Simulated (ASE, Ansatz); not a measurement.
# Electronic structure of generalised stacking fault on (110) of a KCl-RbCl solid solution (80 atoms)

Wanted: forces, charges and levels of generalised stacking fault on (110) of a KCl-RbCl solid solution (80 atoms).

Calculated with Ansatz 0.2.0; Kohn-Sham DFT, PBE, PAW (set soft_2), plane waves.

## 1. The starting structure

The cell holds 80 atoms: 13 Rb, 40 Cl and 27 K. Cell: a = 7.339 Å, b = 10.379 Å, c = 26.094 Å, α = 90.0°, β = 86.6°, γ = 90.0°. It derives from KCl and RbCl. CsCl-type KCl lattice (a = 3.6697 Å, the value set for the mixture), cell with z along [110], 2 x 2 x 5 periods; the third cell vector is tilted by 0.417 of [001] and lengthened by 0.1 Å, so the cell holds one fault; displaced by a Gaussian of 0.01 Å; 13 of 40 K sites given to Rb at random (lattice constant by Vegard's rule between KCl and RbCl).

Before any run, some limits are plain. The host structure and its lattice constant were typed by rule, without a check against the phase diagram.

## 2. Plane-wave single point

One self-consistent run at the given positions yields energy and forces.

input.yaml

```yaml
crystal:
  lattice:
    - [7.3394, 0.0, 0.0]
    - [0.0, 10.37948, 0.0]
    - [1.52902, 0.0, 26.0487]
  atoms:
    - { symbol: Rb, position: [0.79173, 0.00092, 0.99566] }
    - { symbol: Cl, position: [0.2287, 0.00062, 0.09925] }
    - { symbol: K, position: [0.2931, 0.99894, 0.99608] }
    - { symbol: Cl, position: [0.73063, 0.9991, 0.09992] }
    - { symbol: K, position: [0.79019, 0.49869, 0.99572] }
    - { symbol: Cl, position: [0.2308, 0.49817, 0.09923] }
    - { symbol: K, position: [0.29001, 0.49943, 0.99551] }
    - { symbol: Cl, position: [0.73229, 0.49891, 0.09929] }
    - { symbol: K, position: [0.98083, 0.25071, 0.09866] }
    - { symbol: Cl, position: [0.2098, 0.24935, 0.19882] }
    - { symbol: Rb, position: [0.47934, 0.24975, 0.0991] }
    - { symbol: Cl, position: [0.71015, 0.24953, 0.19853] }
    - { symbol: K, position: [0.96057, 0.99888, 0.19899] }
    - { symbol: Cl, position: [0.18853, 0.00132, 0.29812] }
    - { symbol: Rb, position: [0.45838, 0.00078, 0.19902] }
    - { symbol: Cl, position: [0.68818, 0.99887, 0.29884] }
    - { symbol: K, position: [0.97793, 0.74814, 0.09963] }
    - { symbol: Cl, position: [0.2075, 0.75033, 0.19914] }
    - { symbol: K, position: [0.48082, 0.75142, 0.09866] }
    - { symbol: Cl, position: [0.70973, 0.74958, 0.1989] }
    - { symbol: K, position: [0.95829, 0.50196, 0.19937] }
    - { symbol: Cl, position: [0.18759, 0.49997, 0.29846] }
    - { symbol: K, position: [0.45859, 0.50155, 0.19845] }
    - { symbol: Cl, position: [0.68856, 0.49973, 0.29901] }
    - { symbol: K, position: [0.93616, 0.24855, 0.29879] }
    - { symbol: Cl, position: [0.1665, 0.25023, 0.39814] }
    - { symbol: K, position: [0.43906, 0.24952, 0.29866] }
    - { symbol: Cl, position: [0.66468, 0.25172, 0.39778] }
    - { symbol: Rb, position: [0.9144, 0.99859, 0.39799] }
    - { symbol: Cl, position: [0.14607, 0.00269, 0.49788] }
    - { symbol: Rb, position: [0.41397, 0.00218, 0.39826] }
    - { symbol: Cl, position: [0.64664, 0.99894, 0.49801] }
    - { symbol: K, position: [0.93782, 0.74991, 0.29759] }
    - { symbol: Cl, position: [0.16534, 0.75149, 0.3978] }
    - { symbol: Rb, position: [0.43783, 0.75012, 0.2985] }
    - { symbol: Cl, position: [0.66735, 0.7496, 0.39834] }
    - { symbol: K, position: [0.91769, 0.50076, 0.39757] }
    - { symbol: Cl, position: [0.14368, 0.49905, 0.49769] }
    - { symbol: K, position: [0.41788, 0.49924, 0.39807] }
    - { symbol: Cl, position: [0.64549, 0.50026, 0.49752] }
    - { symbol: Rb, position: [0.89659, 0.24981, 0.49807] }
    - { symbol: Cl, position: [0.12418, 0.24918, 0.5978] }
    - { symbol: K, position: [0.39704, 0.25017, 0.49754] }
    - { symbol: Cl, position: [0.62657, 0.24835, 0.59776] }
    - { symbol: K, position: [0.87635, 0.99892, 0.59714] }
    - { symbol: Cl, position: [0.10648, 0.99979, 0.6969] }
    - { symbol: K, position: [0.37896, 0.99889, 0.59774] }
    - { symbol: Cl, position: [0.60312, 0.00089, 0.6967] }
    - { symbol: K, position: [0.89807, 0.75044, 0.49765] }
    - { symbol: Cl, position: [0.12506, 0.74896, 0.59783] }
    - { symbol: K, position: [0.39896, 0.75048, 0.49779] }
    - { symbol: Cl, position: [0.62484, 0.74877, 0.59786] }
    - { symbol: K, position: [0.87529, 0.49884, 0.59711] }
    - { symbol: Cl, position: [0.10456, 0.4991, 0.69631] }
    - { symbol: Rb, position: [0.37572, 0.49942, 0.59705] }
    - { symbol: Cl, position: [0.60397, 0.50057, 0.69699] }
    - { symbol: Rb, position: [0.85543, 0.25001, 0.69702] }
    - { symbol: Cl, position: [0.08215, 0.24898, 0.79682] }
    - { symbol: K, position: [0.35463, 0.24964, 0.69698] }
    - { symbol: Cl, position: [0.58533, 0.25107, 0.79683] }
    - { symbol: K, position: [0.83525, 0.00029, 0.79629] }
    - { symbol: Cl, position: [0.06251, 0.9996, 0.89657] }
    - { symbol: K, position: [0.33538, 0.00109, 0.79594] }
    - { symbol: Cl, position: [0.5641, 0.00119, 0.896] }
    - { symbol: Rb, position: [0.85289, 0.74889, 0.69675] }
    - { symbol: Cl, position: [0.08101, 0.74988, 0.79577] }
    - { symbol: K, position: [0.35688, 0.74961, 0.69764] }
    - { symbol: Cl, position: [0.58446, 0.74917, 0.79655] }
    - { symbol: Rb, position: [0.83311, 0.50013, 0.79658] }
    - { symbol: Cl, position: [0.06512, 0.50137, 0.89549] }
    - { symbol: Rb, position: [0.33562, 0.50019, 0.79643] }
    - { symbol: Cl, position: [0.5653, 0.49923, 0.89666] }
    - { symbol: K, position: [0.81156, 0.24854, 0.89646] }
    - { symbol: Cl, position: [0.04348, 0.24951, 0.99587] }
    - { symbol: K, position: [0.31435, 0.24925, 0.89615] }
    - { symbol: Cl, position: [0.54166, 0.2492, 0.99604] }
    - { symbol: K, position: [0.81434, 0.74971, 0.89558] }
    - { symbol: Cl, position: [0.04156, 0.74949, 0.99572] }
    - { symbol: Rb, position: [0.31488, 0.75033, 0.89632] }
    - { symbol: Cl, position: [0.54486, 0.75161, 0.99571] }
kpoints:
  mp_grid: { grid: [2, 1, 1] }
hamiltonian:
  xc: pbe
scf:
  occupations: { method: gaussian, width: 0.025 }
output:
  forces: true
  stress: true
  populations: true
  dos:
    method: { smearing: { sigma: 0.15 } }
    de: 0.1
    projected: { site_lists: { Cl: [Cl], K: [K], Rb: [Rb] } }
  eigenvalues: true
  write_density: true
  write_potential: true
  volumetric_format: npy
```

Command:

```sh
> ansatz run input.yaml --threads 8 --pin off --max-ram 15872MiB --backend cpu --events-out ev --progress --plain --runs-dir out
```

Numbers of over 12 decimals in the logs are rounded to 6 here.

The log of the run:

```text
Engine: ansatz 0.2.0, aarch64-unknown-linux-gnu
Pseudopotentials: kind: paw
Pseudopotential: Rb, paw, valence charge 9, recommended cutoff 420 eV (normal), Rb.paw.azcp
Pseudopotential: Cl, paw, valence charge 7, recommended cutoff 420 eV (normal), Cl.paw.azcp
Pseudopotential: K, paw, valence charge 9, recommended cutoff 420 eV (normal), K.paw.azcp
[... 5 lines on functional and potentials left out ...]
Crystal: 80 atoms, lattice volume = 1984.368 Å³
Basis set: ecut = 420 eV, 38813 PW (Γ), exchange–correlation on 100×144×360 points (8 copies of the dense FFT grid, shifted against one another)
Bands: 400, of which v1, the nominal top of the filled ones, is band 320 counted from 1 (319 counted from 0)
Symmetry: 1 space group operations
Space group: P1 (ITA 1), of the structure as read, at distance tolerance 1.3e-4 Å
k-points: 2
[... 7 lines on functional and potentials left out ...]
Initial density: superposition of atomic densities (neutral atoms: chi_scale 0, normalization atom), corrected by the library's trained network
Initial wavefunctions: pseudopotential atomic-orbital guess
Functional: x = pbe(κ = 0.804, μ = 0.219515), c = pbe(β = 0.066725)
SCF iter   1: F=—  HF=-127320.284706 eV  |F-HF|=—  |Δ(HF+E_count)|=         —  Δρ=4.06e-4  dr2=1.13e-2  ethr=1.77e-3  ⟨swp⟩=12.5  Hψ=4875  notcnv=0  defer=31
preconditioner: auto → Resta (q_TF=auto, 2.259 Å⁻¹)  ε∞=2.9  [insulator: Δε(μ)=5.511 eV  Ē_g=14.318 eV  σ=0.025 eV  W_gap=1.00  n_scr=398 (ndim 8)  ℏωp=19.7 eV  f_vac=0.003  D(μ)=0.00/eV (n_scr^D=0)  ε∞_Penn≈2.9]
SCF iter   2: F=—  HF=-127320.259169 eV  |F-HF|=—  |Δ(HF+E_count)|=   2.55e-2  Δρ=2.16e-4  dr2=2.91e-3  ethr=1.77e-6  ⟨swp⟩=3.5  Hψ=1703  notcnv=0  defer=78
SCF iter   3: F=—  HF=-127320.258171 eV  |F-HF|=—  |Δ(HF+E_count)|=   9.98e-4  Δρ=9.48e-5  dr2=2.61e-4  ethr=4.55e-7  ⟨swp⟩=2.0  Hψ=1137  notcnv=0  defer=78
SCF iter   4: F=—  HF=-127320.258107 eV  |F-HF|=—  |Δ(HF+E_count)|=   6.39e-5  Δρ=3.42e-5  dr2=2.77e-5  ethr=4.08e-8  ⟨swp⟩=2.5  Hψ=1130  notcnv=0  defer=78
SCF iter   5: F=—  HF=-127320.256562 eV  |F-HF|=—  |Δ(HF+E_count)|=   1.54e-3  Δρ=7.08e-6  dr2=9.68e-7  ethr=4.33e-9  ⟨swp⟩=2.0  Hψ=1398  notcnv=0  defer=114
SCF iter   6: F=-127320.256563 eV  HF=-127320.256563 eV  |F-HF|=3.52e-8  |Δ(HF+E_count)|=   7.05e-7  Δρ=1.87e-6  dr2=9.62e-8  ethr=1.56e-11  ⟨swp⟩=19.0  Hψ=7298  notcnv=0
SCF 1 converged in 6 iterations: F = -127320.256563 eV  dr2 = 9.62e-8
  greatest PAW one-centre occupation: 0.988 electrons in one spin orbital (limit 2), on the K atom at site 8 (counted from 0), in its partial waves of l = 0
SCF converged after 6 iterations
Free energy (F): -127320.256563 eV
Harris-Foulkes:  -127320.256563 eV  (|F-HF|=3.52e-8)
Internal energy: -127320.256563 eV  (E = F + TS)
E sigma→0 (E₀):  -127320.256563 eV
Fermi energy:    6.419509 eV
--- Per-component energies (eV) ---
  E_band       = -3488.280524
  E_kinetic    = 15944.402372
  E_local      = -27224.198176  (includes V_loc(G=0)·N_el)
  E_nonlocal   = 3740.041902
  E_hartree    = 8204.772771
  E_xc         = -9711.301975
  E_vxc        = -11218.607396  (∫ρ·V_xc dr)
  E_paw        = -81520.649186  (= ΣΔE_a)
  E_vpaw       = -1139.462794  (= ΣTr[D̂ρ^β])
  E_aug_tail   = 0.003469  (compensation charges beyond the density's cutoff)
  E_ewald      = -36753.327740
  E_smearing   = -0.000000  (= −TS)
  E_closure    = 0.000000  (closes the sum)
  Σ components = -127320.256563   (vs F -127320.256563, Δ=0.00e0)
--- Forces (eV/Å), atoms counted from 1 ---
  atom   1  Rb     0.18743294    -0.02621214    -1.13044249
  atom   2  Cl    -0.26418762    -0.16637275     0.57402062
  atom   3  K      0.05814662     0.00204091    -0.84004760
  atom   4  Cl     0.01135278    -0.12003936     1.12475828
  atom   5  K      0.11420368     0.03038512    -0.82678528
  atom   6  Cl    -0.16591726     0.20086342     0.67985122
  atom   7  K      0.09003451     0.02502460    -0.78785701
  atom   8  Cl    -0.03813365     0.14921034     0.68798227
  atom   9  K     -0.09704642    -0.01043709     0.93838878
  atom  10  Cl    -0.21612462     0.17116373     0.14778950
  atom  11  Rb    -0.14038908     0.00871576     1.33344100
  atom  12  Cl     0.17785916     0.15029848     0.15660622
  atom  13  K     -0.03033567     0.04874253    -0.00809832
  atom  14  Cl    -0.19993448     0.09064748    -0.08455228
[...]
atom  79  Rb    -0.02662407     0.02410508    -0.02024360
  atom  80  Cl     0.06147026    -0.17182138    -0.60827303
  max |Σ_I F_I| component: 1.12e-4 eV/Å
--- Stress (GPa, compression-positive) ---
        5.185784       0.007912      -0.202746
        0.007912       4.680347      -0.002790
       -0.202746      -0.002790       6.450623
  P = ⅓ Tr σ = 5.4389 GPa (54.389 kbar)
--- Band table (eV) ---
  k-point 0: bands = ["-24.1644", "-24.1623", "-24.1594", "-24.1555", [... 384 levels ...], "12.0807", "12.0887", "12.1194", "12.2119", "12.2275", "12.2471", "12.2582", "12.2606", "12.2759", "12.2865", "12.3081", "12.3227"]
  k-point 1: bands = ["-24.1637", "-24.1606", "-24.1573", "-24.1505", [... 384 levels ...], "12.1025", "12.1225", "12.1655", "12.1812", "12.2140", "12.2389", "12.2491", "12.2727", "12.2874", "12.3062", "12.3389", "12.3458"]
--- Löwdin populations: 80 sites ---
  site symbol       q [e]
     0     Rb      8.1932
     1     Cl      7.6981
     2      K      8.2466
[...]
79     Cl      7.6988
  spilling = 0.004382 (of n_electrons = 640.000000)
```

Elapsed: 41 s, on 8 threads of Arm Neoverse V2, shared host; peak memory 6.8 GiB; 5.2 min of CPU time.

Numbers from this run:

```
free energy                                      : -127320.2566 eV
free energy per atom                             : -1591.5032 eV/atom
SCF cycles                                       : 6
pressure                                         : 5.439 GPa
r.m.s. force component                           : 0.2549 eV/Å
longest force                                    : 1.46 eV/Å
Fermi energy                                     : 6.42 eV
gap (highest filled to lowest empty level) : 5.512 eV
spilling of the projection                       : 0.004382
```

Neighbours are counted within 3.62 Å (Cl-K), 3.62 Å (Cl-Rb).

Length of the force by element and coordination:

```
element  coordination  atoms  mean length of the force (eV/Å)  spread   least    most
     Cl           all     40                            0.354   0.279   0.123    1.46
     Cl             7      8                            0.835   0.288   0.549    1.46
     Cl             8     32                            0.234  0.0671   0.123   0.356
      K           all     27                            0.222   0.332  0.0072   0.944
      K             7      6                             0.84  0.0626   0.745   0.944
      K             8     21                           0.0455  0.0208  0.0072   0.089
     Rb           all     13                            0.235   0.432  0.0238    1.34
     Rb             7      2                             1.24  0.0973    1.15    1.34
     Rb             8     11                           0.0512  0.0175  0.0238  0.0768
```

Löwdin charges by element and coordination (they lack the spilled electrons, 0.035 e an atom on average):

```
element  coordination  atoms  mean charge (e)  spread   least    most
     Cl           all     40           -0.699  7.0e-4  -0.701  -0.698
     Cl             7      8           -0.699   0.001  -0.701  -0.698
     Cl             8     32           -0.699  6.0e-4  -0.701  -0.698
      K           all     27            0.756  0.0066   0.742   0.767
      K             7      6            0.761  0.0048   0.753   0.767
      K             8     21            0.754  0.0062   0.742   0.763
     Rb           all     13            0.797  0.0057   0.787   0.807
     Rb             7      2            0.805  0.0018   0.803   0.807
     Rb             8     11            0.796  0.0051   0.787   0.804
```

Density of states as counts of states in windows of 1 eV (from the Fermi level), total and the larger projections:

```
from (eV)  to (eV)  total   Cl p  Cl s  Rb p   K p
      -18      -17    0.0    0.0   0.0   0.0   0.0
      -17      -16    0.4    0.0   0.3   0.0   0.1
      -16      -15   78.6    0.2  66.0   0.8   6.6
      -15      -14   84.6    0.7   3.1   0.2  80.6
      -14      -13   78.3    0.4   4.9   0.1  72.8
      -13      -12    0.0    0.0   0.0   0.0   0.0
      -12      -11   50.1    1.2   0.7  47.8   0.2
      -11      -10   27.9    0.5   0.4  26.8   0.1
      -10       -6    0.0    0.0   0.0   0.0   0.0
       -6       -5    0.2    0.2   0.0   0.0   0.0
       -5       -4   74.6   69.0   0.2   0.6   0.6
       -4       -3  138.3  133.0   0.3   1.2   0.7
       -3       -2   26.9   26.5   0.0   0.1   0.0
       -2        2    0.0    0.0   0.0   0.0   0.0
        2        3    1.0    0.0   0.2   0.0   0.0
        3        4   15.4    0.2   0.5   0.0   0.0
        4        5   61.2    1.4   1.5   0.1   0.1
```

The stored curve holds about 560 of the 640 electrons; the rest, give or take the few that broadening carries across the Fermi level, lie in deeper levels below its range.

The levels nearest the highest filled one (over half full), pooled over k-points and spins:

```
level less the highest filled one (eV)  occupation
                                -0.104           2
                               -0.0853           2
                               -0.0408           2
                               -0.0399           2
                               -0.0153           2
                                     0           2
                                  5.51           0
                                  5.96           0
                                  6.09           0
                                  6.18           0
                                  6.26           0
                                  6.31           0
```

Electrostatic potential energy in the ca plane at fractional y = 0.000, with atoms of Rb and Cl and K within 0.2 Å of it. With pseudopotentials it is smooth inside the atoms' cores, unlike the true potential.

Values in eV, 11 rows by 16 columns, each cell a mean:
```
 10   5 -42 -33   7   9   8 -15 -24   6   8   8   0 -13   6   2
  7   6 -31 -27   7   9   8 -20 -33   5  10   9 -12 -40   0   9
-26   6   2   2   6  -8   6   0  -7   7   6   8  -3 -26   3   9
-43   3   7   8  -1 -44  -4   8   7   7 -28  -6   7   4   7  -6
 -8   7   3   4   4 -29   0   7   7   6 -39 -15   8   7   8 -31
  9   6 -30 -22   7   7   8  -4  -9   7  -4   3   5   1   7 -13
  9   5 -41 -35   7  10   8 -21 -34   5   9   9  -8 -30   3   8
 -5   7 -12 -11   7   7   8 -10 -22   6   9   9 -10 -38   0   9
-41   4   6   6   3 -30   1   6   4   7  -9   3   4  -7   6   6
-29   6   6   7   0 -44  -5   8   8   6 -40 -15   8   7   8 -21
  6   7 -11  -5   7  -7   6   5   3   7 -22  -6   8   6   8 -27
```
Columns run along c (16.0 Å, from fractional 0.29 to 0.90 of the cell; values clipped at the 3rd and 97th percentile), rows up along a (7.3 Å). Atoms in or near the plane, at fractional coordinates: Cl at (0.30, 0.19), Cl at (0.30, 0.69), Rb at (0.40, 0.91), Cl at (0.50, 0.15), Rb at (0.40, 0.41), Cl at (0.50, 0.65), K at (0.60, 0.88), Cl at (0.70, 0.11), K at (0.60, 0.38), Cl at (0.70, 0.60), K at (0.80, 0.84), Cl at (0.90, 0.06), K at (0.80, 0.34), Cl at (0.90, 0.56).

Valence density in the ca plane at fractional y = 0.000, with atoms of Rb and Cl and K within 0.2 Å of it. It is the smooth field of the valence electrons, not physical close to the nuclei.

Ten even steps from '0' (0.0 e/Å³) to '9' (4.2 e/Å³), each cell a mean:
```
00000000000038994000000000144431000000000245
21000000000026873000000000243342000000001489
43100011100002331000000000134431000000001499
34100133310000000000111000013320000000000267
44101332320000000001333200000000001221000012
43101331330000000002312310000000012333100000
11000133320000000002312310000000013213200000
00000011100000000001233200000000013323200000
00000000000012321000111100001000001332100000
00000000000024442000000000023310000111000011
00000000000034343100000000144431000000000245
10000000000024443100000000243342000000000489
63000011100012331000000000144441000000000499
96100133310000100000111000013320000000000257
95101332320000000001333200000000001221000012
52001331320000000002312310000000012333100000
10000233320000000002312310000000013213200000
00000012100000000001233200000000013323200000
00000000000002320000111000001000002332100000
00000000000026872000000000023310000111000001
```
Columns run along c (16.0 Å, from fractional 0.00 to 0.61 of the cell), rows up along a (7.3 Å). Atoms in or near the plane, at fractional coordinates: Cl at (0.10, 0.23), Cl at (0.10, 0.73), K at (0.20, 0.96), Cl at (0.30, 0.19), Rb at (0.20, 0.46), Cl at (0.30, 0.69), Rb at (0.40, 0.91), Cl at (0.50, 0.15), Rb at (0.40, 0.41), Cl at (0.50, 0.65), K at (0.60, 0.88), K at (0.60, 0.38).

Forces differ by site in this geometry: Cl atoms with 7 neighbours bear 0.83 eV/Å on average, against 0.23 eV/Å for those with 8. Mean Löwdin charges: Cl -0.70, K +0.76, Rb +0.80 e (they miss 0.44 % of the electrons, so they add up to more than the cell's charge).

(Part 1 of 2 ends here.)

[Logs are printed without paths, hosts, clocks, repeated set-up lines and the standing remarks that a program may print on its own settings, such as how far it seeks lower states.]

[Hosts, paths, dates, database ids (printed as entryN), source tags and the programs' standing remarks are cut or masked in the printed files.]
